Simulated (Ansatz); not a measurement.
We consider α-phase Li3N, described by RPBE in Ansatz (PAW).

Settings: plane-wave cutoff 520 eV, 12×12×10 k mesh (along the axes of the cell as run), Fermi–Dirac smearing 0.01 eV, scalar-relativistic PAW data made under PBE.

Shape and atoms are relaxed at each volume.

Pressure at four volumes; x = ln(V/11.492 Å³). One pressure is withheld.

| V (Å³/atom) | x | P (GPa) |
|---|---|---|
| 11.032 | -0.0409 | ? |
| 11.262 | -0.0202 | 1.04 |
| 11.492 | 0.0000 | 0.00 |
| 11.951 | 0.0392 | -1.80 |

Question: Pass a parabola P(x) through the three rows shown, estimate the bulk modulus and its pressure derivative near zero pressure, and predict the withheld pressure.

Answer: Slopes between the rows: (0.00 − (1.04))/(0.0000 − (-0.0202)) = -51.49 and (-1.80 − (0.00))/(0.0392 − (0.0000)) = -45.92 GPa. Their difference over the span 0.0594 is c = 5.57/0.0594 = 93.8 GPa, so P(x) = 1.04 + (-51.49)(x − (-0.0202)) + 93.8 (x − (-0.0202))(x − (0.0000)). At the middle row B = −dP/dx = −[-51.49 + 93.8 × 0.0202] = 49.6 GPa, and B′ = dB/dP = 2c/B = 3.8. At x = -0.0409 the parabola gives 2.19 GPa; the run gives 2.17 GPa. The Birch–Murnaghan fit to the energies at all volumes has B0 = 49.3 GPa and B′ = 3.8.

Note: the bulk modulus comes from volumes at which shape and atoms were relaxed.

Ansatz is a first-principles code.
